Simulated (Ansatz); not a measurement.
# Re under changes of volume

One of the cells (14.714 Å³/atom); the others are scaled copies at fixed shape and fractional positions:

```
Re
1.0
     2.76080    0.00000    0.00000
    -1.38040    2.39092    0.00000
     0.00000    0.00000    4.45820
Re
2
Direct
  0.66667 0.33333 0.75000
  0.33333 0.66667 0.25000
```

- Program: Ansatz 0.2.0
- Functional: PBEsol
- Potentials or basis: all-electron LAPW, scalar-relativistic
- Cutoff: 303 eV (chosen from the basis error)
- Basis error allowed: 0.0005 eV/atom
- k mesh: 11 × 11 × 6
- Occupations: fermi-dirac, width 0.05 eV
- Spin: no spin polarisation

```csv
volume (Å³/atom),energy over the lowest point (meV/atom),pressure (GPa)
13.831,45.98,22.1
14.125,?,?
14.420,0.00,3.7
14.714,0.66,-4.1
15.008,14.95,-11.1
15.303,41.45,-17.4
15.597,78.87,-23.0
```

What does the run at 14.125 Å³/atom give?

Energy over the lowest point 14.53 meV/atom; pressure 12.4 GPa.

Worked out: A Birch-Murnaghan fit of order 3 (a polynomial in V^(-2/3)) to the other rows has its minimum at 14.55 Å³/atom with B0 = V·E''(V) = 389 GPa and B' = 4.4 at fixed shape and positions, which overstates the stiffness. It gives 14.55 meV/atom at 14.125 Å³/atom, against the run's 14.53, and -dE/dV = 12.4 GPa, against 12.4.

Energies are extrapolated to zero smearing.

The runs don't all hold the same shells in valence.
